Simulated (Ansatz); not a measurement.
NaBr (rock salt)

```
NaBr
1.0
    0.00000     3.01799     3.01799
    3.01799     0.00000     3.01799
    3.01799     3.01799     0.00000
Br Na
1 1
Direct
  0.00000   0.00000   0.00000
  0.50000   0.50000   0.50000
```

E(V) scan at fixed shape, V₀ the volume above. Symmetry pins the atoms to their sites.

The numbers are results of PBE (plane waves to 420 eV, PAW, scalar-relativistic; Ansatz, a program for electronic structure), not measurements. k mesh 10×10×10 (Γ-centred), Fermi-Dirac smearing 0.05 eV. E stands for the smeared free energy. Compression counts positive. NaBr was relaxed with its symmetry unable to fall. ΔE is measured from the relaxed starting cell.

| V (Å³/atom) | ΔE (meV/atom) |
|---|---|
| 24.740 | 20.2 |
| 25.427 | 10.8 |
| 26.114 | withheld |
| 26.801 | 1.1 |
| 27.489 | 0.0 |
| 28.176 | 1.0 |
| 28.863 | 3.8 |
| 29.550 | 8.2 |
| 30.238 | 13.9 |

Q: Fit a third-order Birch-Murnaghan form (E₀, V₀, B₀, B₀′ free) to the given rows and predict ΔE at V = 26.114.

A: Least squares on the 8 given rows: ΔE = E₀ + (9V₀B₀/16)·y²·[2 + (B₀′ − 4)y], y = (V₀/V)^(2/3) − 1, with V₀ = 27.487 Å³/atom, B₀ = 19.35 GPa (160.2 GPa = 1 eV/Å³; the term in eV is multiplied by 1000), B₀′ = 4.63, E₀ = 0.01 meV/atom; root-mean-square residual 0.01 meV/atom. At 26.114 the fit gives 4.6 meV/atom; the calculation gives 4.6 meV/atom, the same to the digits shown. For the pressure the fit gives 1.12 GPa against the computed 1.12 GPa.

(Under strain, the slope of the energy per volume gives the stress and its curvature an elastic modulus.)
